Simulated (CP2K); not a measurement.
**As under changes of volume**

One of the cells (19.764 Å³/atom); the others are scaled copies at fixed shape and fractional positions:

```
As
1.0
     2.70368    0.00000    0.00000
     0.00000    2.70368    0.00000
     0.00000    0.00000    2.70368
As
1
Direct
  0.50000 0.50000 0.50000
```

This isn't the form of As at room conditions, which is rhombohedral.

```yaml
Program: CP2K 2026.2
Functional: LDA
Potentials_or_basis: GTH_POTENTIALS As GTH-PADE-q5; TZVP-MOLOPT-PBE-GTH basis
Density_cutoff: 6123 eV
k_mesh: 10 × 10 × 10
Occupations: fermi-dirac, width 0.05 eV
Spin: no spin polarisation
```

| volume (Å³/atom) | energy over the lowest point (meV/atom) | pressure (GPa) |
| --- | --- | --- |
| 18.578 | 3.64 | 2.6 |
| 18.973 | 0.00 | 0.5 |
| 19.368 | 1.21 | -1.4 |
| 19.764 | 6.77 | -3.1 |
| 20.159 | 16.28 | -4.6 |
| 20.554 | 29.38 | -6.0 |
| 20.949 | ? | ? |

Q: What does the run at 20.949 Å³/atom give?

A: Energy over the lowest point 45.70 meV/atom; pressure -7.2 GPa.

Worked out: A Birch-Murnaghan fit of order 3 (a polynomial in V^(-2/3)) to the other rows has its minimum at 19.07 Å³/atom with B0 = V·E''(V) = 92 GPa and B' = 3.8. It gives 45.72 meV/atom at 20.949 Å³/atom, against the run's 45.70, and -dE/dV = -7.2 GPa, against -7.2.

Energies are extrapolated to zero smearing.

Caveats: the basis of atomic orbitals isn't converged, which shifts pressures, moduli and gaps.
